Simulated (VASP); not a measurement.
# LiF (Griceite) (Fm-3m) in VASP: further runs

Runs on LiF (Griceite). Level: r2SCAN. Tasks: relaxation of the atoms.

Program: VASP 6.6.1. These are calculated values, not measurements. Logs are shortened: lines on timing, memory, paths and dates and some standing lists are left out, and cuts for length are marked.

**1. The crystal as given**

The structure is cubic, space group Fm-3m (No. 225). Conventional cell: a = 3.973 Å, b = 3.973 Å, c = 3.973 Å, α = 90.00°, β = 90.00°, γ = 90.00°. Li (site symmetry m-3m) has 6 F at 1.99 Å as nearest neighbours. Around F (site symmetry m-3m) lie 6 Li at 1.99 Å.

**2. Relaxation of the atoms, r2SCAN (a relaxed cell with its volume scaled by 0.98)**

INCAR reads:

```
SYSTEM = LiF
  PREC = Accurate
  ENCUT = 600
  EDIFF = 1E-7
  ISMEAR = 0
  SIGMA = 0.03
  LREAL = .False.
  LASPH = .True.
  NELM = 80
  ALGO = Normal
  ISIF = 2
  LWAVE = .False.
  LCHARG = .False.
  METAGGA = R2SCAN
  LMIXTAU = .True.
  IBRION = 2
  NSW = 40
  EDIFFG = -0.01
```

KPOINTS reads:

```
Automatic mesh
0
Gamma
  12 12 12
  0 0 0
```

POSCAR reads:

```
LiF                                     
1.0
    0.0000000000      1.9733860179      1.9733860179
    1.9733860179      0.0000000000      1.9733860179
    1.9733860179      1.9733860179      0.0000000000
  Li              F             
     1     1
Direct
     0.0000000000000000    0.0000000000000000    0.0000000000000000
     0.5000000000000000    0.5000000000000000    0.5000000000000000
```

Potentials or basis: VASP PAW PBE potentials, release 64 (Li_sv, F).

The run is started by

```
> cat potpaw_PBE.64/Li_sv/POTCAR potpaw_PBE.64/F/POTCAR > POTCAR
> mpirun -np 1 vasp_std > vasp.out
```

OUTCAR:

```text
SYSTEM = LiF
   PREC = Accurate
   ENCUT = 600
   EDIFF = 1E-7
   ISMEAR = 0
   LREAL = .False.
   LASPH = .True.
   NELM = 80
   ISIF = 2
   METAGGA = R2SCAN
   IBRION = 2
   NSW = 40
   EDIFFG = -0.01

 ion  position               nearest neighbor table
   1  0.000  0.000  0.000-   2 1.97   2 1.97   2 1.97   2 1.97   2 1.97   2 1.97
   2  0.500  0.500  0.500-   1 1.97   1 1.97   1 1.97   1 1.97   1 1.97   1 1.97

  LATTYP: Found a face centered cubic cell.
 ALAT       =     3.9467720358

  Lattice vectors:

 A1 = (   0.0000000000,   1.9733860179,   1.9733860179)
 A2 = (   1.9733860179,   0.0000000000,   1.9733860179)
 A3 = (   1.9733860179,   1.9733860179,   0.0000000000)

Analysis of symmetry for initial positions (statically):
=====================================================================
 Subroutine PRICEL returns:
 Original cell was already a primitive cell.

 Routine SETGRP: Setting up the symmetry group for a
 face centered cubic supercell.

 Subroutine GETGRP returns: Found 48 space group operations
 (whereof 48 operations were pure point group operations)
 out of a pool of 48 trial point group operations.

The static configuration has the point symmetry O_h .

Analysis of symmetry for dynamics (positions and initial velocities):
=====================================================================
 Subroutine PRICEL returns:
 Original cell was already a primitive cell.

 Routine SETGRP: Setting up the symmetry group for a
 face centered cubic supercell.

 Subroutine GETGRP returns: Found 48 space group operations
 (whereof 48 operations were pure point group operations)
 out of a pool of 48 trial point group operations.

The dynamic configuration has the point symmetry O_h .

 Subroutine INISYM returns: Found 48 space group operations
 (whereof 48 operations are pure point group operations),
 and found     1 'primitive' translations

----------------------------------------------------------------------------------------

                                     Primitive cell

  volume of cell :      15.3697

  direct lattice vectors                    reciprocal lattice vectors
     0.000000000  1.973386018  1.973386018    -0.253371614  0.253371614  0.253371614
     1.973386018  0.000000000  1.973386018     0.253371614 -0.253371614  0.253371614
     1.973386018  1.973386018  0.000000000     0.253371614  0.253371614 -0.253371614

  length of vectors
     2.790789270  2.790789270  2.790789270     0.438852508  0.438852508  0.438852508

  position of ions in fractional coordinates (direct lattice)
     0.000000000  0.000000000  0.000000000
     0.500000000  0.500000000  0.500000000

  ion indices of the primitive-cell ions
   primitive index   ion index
                 1           1
                 2           2

----------------------------------------------------------------------------------------

 KPOINTS: Automatic mesh

Automatic generation of k-mesh.
 Grid dimensions read from file:
 generate k-points for:   12   12   12

 Generating k-lattice:

  Cartesian coordinates                     Fractional coordinates (reciprocal lattice)
    -0.021114301  0.021114301  0.021114301     0.083333333  0.000000000  0.000000000
     0.021114301 -0.021114301  0.021114301     0.000000000  0.083333333  0.000000000
     0.021114301  0.021114301 -0.021114301     0.000000000  0.000000000  0.083333333

  Length of vectors
     0.036571042  0.036571042  0.036571042

  Shift w.r.t. Gamma in fractional coordinates (k-lattice)
     0.000000000  0.000000000  0.000000000

 Subroutine IBZKPT returns following result:
 ===========================================

 Found     72 irreducible k-points:

 Following reciprocal coordinates:
            Coordinates               Weight
  0.000000  0.000000  0.000000      1.000000
  0.083333  0.000000  0.000000      8.000000
  0.166667  0.000000  0.000000      8.000000
  0.250000  0.000000  0.000000      8.000000
  0.333333  0.000000  0.000000      8.000000
  0.416667  0.000000  0.000000      8.000000
[... 16 lines left out ...]
  0.500000  0.166667  0.000000     24.000000
 -0.416667  0.166667  0.000000     24.000000
 [... further k-points ...]
   k-points           NKPTS =     72   k-points in BZ     NKDIM =     72   number of bands    NBANDS=      9
   number of dos      NEDOS =    301   number of ions     NIONS =      2
   total plane-waves  NPLWV =  13824
   dimension x,y,z NGX =    24 NGY =   24 NGZ =   24
   dimension x,y,z NGXF=    48 NGYF=   48 NGZF=   48
   ions per type =               1   1
   NGX,Y,Z   is equivalent  to a cutoff of  14.30, 14.30, 14.30 a.u.
   NGXF,Y,Z  is equivalent  to a cutoff of  28.59, 28.59, 28.59 a.u.
 SYSTEM =  LiF
   PREC   = accura    normal or accurate (medium, high low for compatibility)
   ISTART =      0    job   : 0-new  1-cont  2-samecut
   ICHARG =      2    charge: 1-file 2-atom 10-const
   ISPIN  =      1    spin polarized calculation?
   LNONCOLLINEAR =      F non collinear calculations
   LSORBIT =      F    spin-orbit coupling
   LASPH  =      T    aspherical Exc in radial PAW
   ENCUT  =  600.0 eV  44.10 Ry    6.64 a.u.   5.57  5.57  5.57*2*pi/ulx,y,z
   NELM   =     80;   NELMIN=  2; NELMDL= -5     # of ELM steps
   EDIFF  = 0.1E-06   stopping-criterion for ELM
   LREAL  =      F    real-space projection
   EDIFFG = -.1E-01   stopping-criterion for IOM
   NSW    =     40    number of steps for IOM
   IBRION =      2    ionic relax: 0-MD 1-quasi-New 2-CG
   NFREE  =      1    steps in history (QN), initial steepest desc. (CG)
   ISIF   =      2    stress and relaxation
   ISYM   =      2    0-nonsym 1-usesym 2-fastsym
   POTIM  = 0.5000    time-step for ionic-motion
   TEBEG  =    0.0;   TEEND  =   0.0 temperature during run
   PSTRESS=    0.0 pullay stress
   NELECT =      10.0000    total number of electrons
   NUPDOWN=      -1.0000    fix difference up-down
   EMIN   =  10.00;   EMAX   =-10.00  energy-range for DOS
   EFERMI =   0.00;   METHOD = LEGACY
   ISMEAR =     0;   SIGMA  =   0.03  broadening in eV -4-tet -1-fermi 0-gaus
   EFERMI_NEDOS =   21; number of points for ismear=-14 and -15
   IALGO  =     38    algorithm
   IMIX   =      4    mixing-type and parameters
     AMIX     =   0.40;   BMIX     =  1.00
     AMIX_MAG =   1.60;   BMIX_MAG =  1.00
  volume/ion in A,a.u.               =       7.68        51.86
  Fermi-wavevector in a.u.,A,eV,Ry     =   1.418577  2.680721 27.379813  2.012360
  Thomas-Fermi vector in A             =   2.539688
   LORBIT       =      0    0 simple, 1 ext, 2 COOP (PROOUT), +10 PAW based schemes
   METAGGA = R2SCAN    functional components
   LHFCALC =     F    Hartree Fock is set to
   AEXX    =    0.0000 exact exchange contribution
   IVDW    =     0    specifies the selected vdW correction
   LEPSILON=     F    determine dielectric tensor
   LRPA    =     F    only Hartree local field effects (RPA)
 conjugate gradient relaxation of ions
 non-spin polarized calculation
 Gauss-broadening in eV      SIGMA  =   0.03
  energy-cutoff  :      600.00
  volume of cell :       15.37
 maximum number of plane-waves:       532
 NGX is ok and might be reduce to    24
   NGX = 11   NGY = 11   NGZ = 11

 number of electron      10.0000003 magnetization

 Free energy of the ion-electron system (eV)
  ---------------------------------------------------
  ext. energy  EPLUGINS =         0.00000000
  ---------------------------------------------------
  free energy    TOTEN  =       -11.90389344 eV

  energy without entropy =      -11.90389344  energy(sigma->0) =      -11.90389344

 E-fermi :  -1.1362     XC(G=0): -10.8731

 val. band max:       -1.2636070164   @ k =   0.0000   0.0000   0.0000
 cond. band min:       9.6159572388   @ k =   0.0000   0.0000   0.0000
 fundamental gap:     10.8795642552
 Fermi energy:        -1.1361568318

 k-point     1 :       0.0000    0.0000    0.0000
  band No.  band energies     occupation
      1     -43.2074      2.00000
      2     -22.5308      2.00000
      3      -1.2636      2.00000
      4      -1.2636      2.00000
      5      -1.2636      2.00000
      6       9.6160      0.00000
      7      24.8415      0.00000
      8      24.8415      0.00000
      9      24.8415      0.00000

 k-point     2 :       0.0833    0.0000    0.0000
  band No.  band energies     occupation
      1     -43.2024      2.00000
      2     -22.5024      2.00000
      3      -1.4744      2.00000
      4      -1.2823      2.00000
      5      -1.2823      2.00000
      6       9.8146      0.00000
      7      22.5015      0.00000
      8      24.0746      0.00000
      9      24.0748      0.00000

 k-point     3 :       0.1667    0.0000    0.0000
  band No.  band energies     occupation
      1     -43.1888      2.00000
      2     -22.4232      2.00000
      3      -2.0178      2.00000
      4      -1.3326      2.00000
      5      -1.3326      2.00000
      6      10.2906      0.00000
      7      20.1494      0.00000
      8      22.7682      0.00000
      9      22.7685      0.00000

 k-point     4 :       0.2500    0.0000    0.0000
  band No.  band energies     occupation
      1     -43.1701      2.00000
      2     -22.3114      2.00000
      3      -2.7026      2.00000
      4      -1.3995      2.00000
      5      -1.3995      2.00000
      6      10.7621      0.00000
      7      18.5587      0.00000
      8      21.5091      0.00000
      9      21.5094      0.00000
[... 205 lines left out ...]
 k-point    22 :       0.4167    0.1667    0.0000
  band No.  band energies     occupation
      1     -43.1377      2.00000
      2     -22.0664      2.00000
      3      -3.5329      2.00000
      4      -1.9809      2.00000
      5      -1.7837      2.00000
      6      12.1194      0.00000
      7      17.0116      0.00000
      8      20.2060      0.00000
      9      20.5760      0.00000

 k-point    23 :       0.5000    0.1667    0.0000
  band No.  band energies     occupation
      1     -43.1284      2.00000
      2     -22.0004      2.00000
      3      -3.8008      2.00000
      4      -2.1597      2.00000
      5      -1.7498      2.00000
      6      12.1402      0.00000
      7      16.7667      0.00000
      8      20.0858      0.00000
      9      20.1565      0.00000

 k-point    24 :      -0.4167    0.1667    0.0000
  band No.  band energies     occupation
      1     -43.1271      2.00000
      2     -21.9943      2.00000
      3      -3.8031      2.00000
      4      -2.2785      2.00000
      5      -1.6616      2.00000
      6      12.0912      0.00000
      7      16.6458      0.00000
      8      20.0126      0.00000
      9      20.2223      0.00000

 [... further k-points ...]
[... 5 lines left out ...]
  --------------------------------------------------------------------------------------
  -------------------------------------------------------------------------------------
  Total        0.1751062      0.1751062      0.1751062     -0.0000000      0.0000000      0.0000000
  in kB       18.2534923     18.2534923     18.2534923     -0.0000000      0.0000000      0.0000000
  external PRESSURE =      18.2534923 kB  Pullay stress =       0.0000000 kB

 VOLUME and BASIS-vectors are now :
 -----------------------------------------------------------------------------
  energy-cutoff  :      600.00
  volume of cell :       15.37
      direct lattice vectors                 reciprocal lattice vectors
     0.000000000  1.973386018  1.973386018    -0.253371614  0.253371614  0.253371614
     1.973386018  0.000000000  1.973386018     0.253371614 -0.253371614  0.253371614
     1.973386018  1.973386018  0.000000000     0.253371614  0.253371614 -0.253371614

 POSITION                                       TOTAL-FORCE (eV/Angst)
 -----------------------------------------------------------------------------------
      0.00000      0.00000      0.00000         0.000000      0.000000     -0.000000
      1.97339      1.97339      1.97339        -0.000000     -0.000000      0.000000
 -----------------------------------------------------------------------------------
    total drift:                               -0.000000     -0.000000      0.000000

  FREE ENERGIE OF THE ION-ELECTRON SYSTEM (eV)
  ---------------------------------------------------
  free  energy   TOTEN  =       -11.9038934414 eV

  energy  without entropy=      -11.9038934414  energy(sigma->0) =      -11.90389344

 reached required accuracy - stopping structural energy minimisation
```

It took 66 s on 1 thread of AMD EPYC 7R13 (Zen 3), shared host; peak memory 0.11 GiB.

What came out:

```
Free energy             : -11.9039 eV
Pressure after relaxing : 1.8 GPa
Band gap on the k mesh  : 10.88 eV, direct
```

Final structure:
```cif
data_structure
_symmetry_space_group_name_H-M 'P 1'
_symmetry_Int_Tables_number 1
_cell_length_a 2.7908
_cell_length_b 2.7908
_cell_length_c 2.7908
_cell_angle_alpha 60.000
_cell_angle_beta 60.000
_cell_angle_gamma 60.000
_cell_volume 15.37
loop_
_atom_site_label
_atom_site_type_symbol
_atom_site_fract_x
_atom_site_fract_y
_atom_site_fract_z
_atom_site_occupancy
Li1 Li 0.00000 0.00000 0.00000 1
F1 F 0.50000 0.50000 0.50000 1
```

Caveat: the cutoff is under 1.25 times the usual one of these potentials, so pressure, stress and relaxed cells hold a basis-set (Pulay) error; the relaxation stopped at its first step, so nothing moved; the PAW data sets were made with another functional, which shifts forces and pressure a little. A k mesh can miss the band edges.

**3. Relaxation of the atoms, r2SCAN**

INCAR is that of step 2.

KPOINTS is that of step 2.

POSCAR reads:

```
LiF                                     
1.0
    0.0000000000      1.9867201117      1.9867201117
    1.9867201117      0.0000000000      1.9867201117
    1.9867201117      1.9867201117      0.0000000000
  Li              F             
     1     1
Direct
     0.0000000000000000    0.0000000000000000    0.0000000000000000
     0.5000000000000000    0.5000000000000000    0.5000000000000000
```

Potentials or basis: VASP PAW PBE potentials, release 64 (Li_sv, F).

The run is started by

```
> cat potpaw_PBE.64/Li_sv/POTCAR potpaw_PBE.64/F/POTCAR > POTCAR
> mpirun -np 1 vasp_std > vasp.out
```

Wall time 68 s (1 thread of AMD EPYC 7R13 (Zen 3), shared host); peak memory 0.11 GiB.

It converged, with:

| Property | Result |
| --- | --- |
| Free energy | -11.9075 eV |
| Pressure after relaxing | 0.1 GPa |
| Band gap on the k mesh | 10.67 eV, direct |

Final structure:
```
Li F
1.0
     0.00000    1.98672    1.98672
     1.98672    0.00000    1.98672
     1.98672    1.98672    0.00000
Li F
1 1
Direct
  0.00000 0.00000 0.00000
  0.50000 0.50000 0.50000
```

Levels at points of the mesh, in eV from the valence-band top:
| k point | band 1 | band 2 | band 3 | band 4 | band 5 | band 6 | band 7 | band 8 | band 9 |
| --- | --- | --- | --- | --- | --- | --- | --- | --- | --- |
| (0.00, 0.00, 0.00) | -41.98 | -21.21 | 0.00 | 0.00 | 0.00 | 10.67 | 25.90 | 25.90 | 25.90 |
| (0.50, 0.00, 0.00) | -41.91 | -20.77 | -2.61 | -0.26 | -0.26 | 12.07 | 18.66 | 20.78 | 20.78 |
| (0.50, 0.50, 0.00) | -41.89 | -20.48 | -3.18 | -1.07 | -1.07 | 16.47 | 17.65 | 19.65 | 22.44 |

Caveat: the cutoff is under 1.25 times the usual one of these potentials, so pressure, stress and relaxed cells hold a basis-set (Pulay) error; the relaxation stopped at its first step, so nothing moved; the PAW data sets were made with another functional, which shifts forces and pressure a little. r2SCAN opens gaps a little over a GGA but as a rule still falls short of measured ones.
